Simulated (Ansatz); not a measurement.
Sb2Te3 (Bi2Te3 type, space group R-3m)

```
CELL_PARAMETERS angstrom
      2.13805     1.23440     9.94161
     -2.13805     1.23440     9.94161
      0.00000    -2.46881     9.94161
ATOMIC_POSITIONS crystal
  Sb 0.39906 0.39906 0.39906
  Sb 0.60094 0.60094 0.60094
  Te 0.00000 0.00000 0.00000
  Te 0.21017 0.21017 0.21017
  Te 0.78983 0.78983 0.78983
```

This relaxed cell (volume V₀) is scaled evenly in all directions, its shape held. The atoms relax within the cell's symmetry.

Method: PBE-D3(BJ) (plane waves to 420 eV, PAW, scalar-relativistic; Ansatz, an electronic-structure program). k mesh 9×9×9 (Γ-centred), Fermi-Dirac smearing 0.05 eV. Energies are smeared free energies. Stress and pressure are positive under compression. With the shape held, the modulus is that of even scaling; a crystal free to change shape is softer. Sb2Te3 was relaxed with its symmetry unable to fall. Spin-orbit coupling is left out, though Sb and Te are heavy. ΔE is measured from the relaxed starting cell. The last digit holds for this mesh only.

| V (Å³/atom) | ΔE (meV/atom) |
|---|---|
| 28.337 | 52.0 |
| 28.862 | 34.6 |
| 29.387 | withheld |
| 29.911 | 11.4 |
| 30.436 | 4.9 |
| 30.961 | 1.2 |
| 31.486 | 0.0 |
| 32.011 | 1.1 |
| 32.535 | 4.1 |
| 33.060 | 8.8 |
| 33.585 | 15.0 |
| 34.109 | 22.4 |
| 34.634 | 30.9 |

Task: Fit a third-order Birch-Murnaghan form (E₀, V₀, B₀, B₀′ free) to the given rows and predict ΔE at V = 29.387.

Result: Least squares on the 12 given rows: ΔE = E₀ + (9V₀B₀/16)·y²·[2 + (B₀′ − 4)y], y = (V₀/V)^(2/3) − 1, with V₀ = 31.487 Å³/atom, B₀ = 40.32 GPa (160.2 GPa = 1 eV/Å³; the term in eV is multiplied by 1000), B₀′ = 6.76, E₀ = 0.07 meV/atom; root-mean-square residual 0.04 meV/atom. At 29.387 the fit gives 21.1 meV/atom; the calculation gives 21.2 meV/atom, so the interpolation is off by -0.1 (-0.5 %). For the pressure the fit gives 3.5 GPa against the computed 3.5 GPa.

(Under strain, the slope of the energy per volume gives the stress and its curvature an elastic modulus.)
